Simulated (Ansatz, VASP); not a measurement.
## Bi2H: VASP beside Ansatz

```
Bi H
1.0
     4.27902    0.00000    0.00000
    -2.13951    3.70574    0.00000
     0.00000    0.00000   17.24715
Bi H
2 1
Direct
  0.33333 0.66667 0.33322
  0.66667 0.33333 0.23192
  0.44444 0.88889 0.43160
```

Alike in both runs: functional PBE; dispersion D3(BJ); k mesh 6 × 6 × 1; occupations gaussian, width 0.05 eV; collinear spin.

Ansatz relaxed the structure, and its values are those at the end. VASP's run is a single point on that final structure, the one shown.

|  | VASP | Ansatz |
| --- | --- | --- |
| version | VASP 6.6.1 | Ansatz 0.2.0 |
| potentials or method | VASP PAW PBE potentials, release 64 (Bi_d, H) | scalar-relativistic, plane waves, PAW |
| plane-wave cutoff (eV) | 520 | 420 |
| valence electrons in the cell | 31 | 31 |

|  | VASP | Ansatz | Ansatz less VASP |
| --- | --- | --- | --- |
| gap on the k mesh at the Fermi level (eV) | none | none | - |
| rms of the force components (eV/Å) | 0.193 | 0.196 | +0.0023 |
| net moment per atom (μB) | 0.03 | 0.03 | -0.002 |
| work function, face that differs most (eV) | 3.89 | 3.88 | -0.004 |

A gap of «none» marks a metal or a gap that the smearing closes. Ansatz warned: «seeded_moment_not_kept».

Caveats: spin-orbit coupling is left out, which moves the levels of the heavy elements.
